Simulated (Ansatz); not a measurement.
Input:

Relaxed CaF$_{2}$ (fluorite):

```xyz
6
Lattice="0.0000 5.5110 5.5110 2.7555 0.0000 2.7555 2.7555 2.7555 0.0000" Properties=species:S:1:pos:R:3 pbc="T T T"
Ca     0.0000     0.0000     0.0000
Ca     2.7555     5.5110     2.7555
F      1.3778     1.3778     1.3778
F      1.3778     4.1333     4.1333
F      4.1333     4.1333     4.1333
F      4.1333     6.8888     6.8888
```

A phonon eigenvector at L = (0.5, 0.0, 0.0) is frozen into this cell: atom i moves by Q times the vector below, so Q is the largest atomic displacement, in Å. The cell is held. (q is in reciprocal vectors of the primitive cell; the cell shown is doubled to hold the pattern.)

| atom | x | y | z |
|---|---|---|---|
| Ca1 | 0.577 | -0.577 | -0.577 |
| Ca2 | -0.577 | 0.577 | 0.577 |
| F3 | -0.524 | 0.524 | 0.524 |
| F4 | 0.524 | -0.524 | -0.524 |
| F5 | 0.524 | -0.524 | -0.524 |
| F6 | -0.524 | 0.524 | 0.524 |

Level of theory: PBE (plane waves to 420 eV, PAW, scalar-relativistic; Ansatz, an electronic-structure program). k mesh 5×10×10 (Γ-centred), Fermi-Dirac smearing 0.05 eV. E stands for the smeared free energy. CaF2 was relaxed with its symmetry unable to fall. The PAW data are Ansatz's earlier set. ΔE is measured from the undisplaced structure.

The scan covers Q from -0.100 to 0.100 Å in 13 points.

Question: Which space group does the distorted structure have?

Answer: R-3m (No. 166), lowered from Fm-3m.

Question: What is the energy change at Q = 0.100 Å?

Answer: 296.3 meV/cell.

Question: What harmonic wavenumber does the curvature at Q = 0 give?

Answer: 337 cm⁻¹.

(A displaced cell: forces are minus the slopes of the energy, force constants its curvatures, and phonons follow from these.)
